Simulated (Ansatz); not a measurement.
The system is Mg.

```
Mg
1.0
     3.20930    0.00000    0.00000
    -1.60465    2.77934    0.00000
     0.00000    0.00000    5.21030
Mg
2
Direct
  0.66667 0.33333 0.75000
  0.33333 0.66667 0.25000
```

```yaml
Program: Ansatz 0.2.0
Task: relaxation of cell and atoms
Functional: BLYP
Dispersion: D3(BJ)
Potentials_or_basis: Ansatz PAW
Cutoff: "420 eV (not typed: the program's choice for these potentials)"
k_mesh: 10 × 10 × 5
Occupations: fermi-dirac, width 0.05 eV
Spin: no spin polarisation
```

At the start: volume 23.24 Å³/atom.

Q: Where does the relaxation end?

A: It ends after 6 steps and the volume is 20.57 Å³/atom (-11.5 %); space group P6_3/mmc (No. 194, to 0.05 Å).

Step by step:
```
step  energy change (eV)  largest force (eV/Å)  volume (Å³)
   1              0.0000                0.0000        46.47
   2             -0.0714                0.0000        42.49
   3             -0.0769                0.0000        40.63
   4             -0.0786                0.0000        41.18
   5             -0.0786                0.0000        41.13
   6             -0.0785                0.0000        41.13
```

Final structure:
```
Mg
1.0
     3.05070    0.00000    0.00000
    -1.52535    2.64198    0.00000
     0.00000    0.00000    5.10318
Mg
2
Direct
  0.66667 0.33333 0.75000
  0.33333 0.66667 0.25000
```

Caveat: the plane-wave basis is chosen anew once the cell has moved, so the energies of steps on either side of that aren't comparable; the volume moved by -11 % from the deposited cell, more than functionals usually miss; pairwise dispersion overbinds metals, which lowers pressure and volume; the PAW data sets come from PBE, with cores solved anew for the run's functional, which leaves a small shift of forces and pressure.
